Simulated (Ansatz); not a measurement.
InCuS2, pressure series

The parent structure is InCuS2 in the chalcopyrite structure (space group I-42d, No. 122).

```yaml
crystal:
  lattice:
    - [-2.76098, 2.76098, 5.56516]
    - [2.76098, -2.76098, 5.56516]
    - [2.76098, 2.76098, -5.56516]
  atoms:
    - { symbol: Cu, position: [0.75000, 0.25000, 0.50000] }
    - { symbol: Cu, position: [0.00000, 0.00000, 0.00000] }
    - { symbol: In, position: [0.25000, 0.75000, 0.50000] }
    - { symbol: In, position: [0.50000, 0.50000, 0.00000] }
    - { symbol: S, position: [0.09666, 0.12500, 0.47166] }
    - { symbol: S, position: [0.65334, 0.62500, 0.52834] }
    - { symbol: S, position: [0.37500, 0.90334, 0.02834] }
    - { symbol: S, position: [0.87500, 0.34666, 0.97166] }
```

Cell and atoms are relaxed at each pressure.

The values are results of r2SCAN (Ansatz, an electronic-structure program, PAW, without spin-orbit coupling), not measurements.

For the base:

The band gap comes out as 0.36 eV.

**Question.** The aim is a band gap between 0.62 eV and 0.70 eV. Which of these changes reaches it?
A) pressure 45 GPa
B) pressure 30 GPa
C) pressure 9 GPa
D) pressure 18 GPa
E) pressure 4.2 GPa

**Answer.** C, pressure 9 GPa. It gives 0.66 eV; pressure 30 GPa gives 1.08 eV; pressure 18 GPa gives 0.87 eV; pressure 45 GPa gives 1.21 eV; pressure 4.2 GPa gives 0.52 eV. Changes not listed may reach it too

Load acts through the strain it causes; cell and atoms are relaxed under it. Whether these cells are dynamically stable was not tested. No other phases were tried under pressure. The final runs are not spin-polarised.
